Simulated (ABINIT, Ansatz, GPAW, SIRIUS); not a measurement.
**One calculation of Cu, 4 ways**

```
Cu
1.0
    -1.44279    1.44279    1.37608
     1.44279   -1.44279    1.37608
     1.44279    1.44279   -1.37608
Cu
1
Cartesian
  0.0000 0.0000 0.0000
```

This isn't the form of Cu at room conditions, which is fcc.

Alike in all runs: task single point; functional PBEsol; k mesh 13 × 13 × 13; occupations fermi-dirac, width 0.05 eV; no spin polarisation; no spin-orbit coupling. Pressure is positive in compression and, in plane waves, holds the error of the finite cutoff.

```csv
program and potentials,plane-wave cutoff (eV),notes,pressure (GPa)
"Ansatz, all-electron LAPW, scalar-relativistic",-,-,-1.38
"ABINIT, PseudoDojo NC SR PBEsol v0.4.1 standard",1252,19 valence electrons an atom on average,-1.68
"SIRIUS, PseudoDojo 0.4.1 PBEsol standard (scalar relativistic)",1254,19 valence electrons an atom on average,-1.69
"GPAW, PAW data sets generated for this functional",600,11 valence electrons an atom on average; this data set often lies off other programs,0.65
```

The pressure spans -1.69 (SIRIUS, PseudoDojo 0.4.1 PBEsol standard (scalar relativistic)) to 0.65 GPa (GPAW, PAW data sets generated for this functional), with all-electron results at -1.38. The pressure on the cell as given of GPAW, PAW data sets generated for this functional lies far from the others; the cause wasn't traced.

Differences between rows come from potentials, basis sets and numerical settings, since the functional is the same but for its coding. Runs on potential files found faulty are left out.
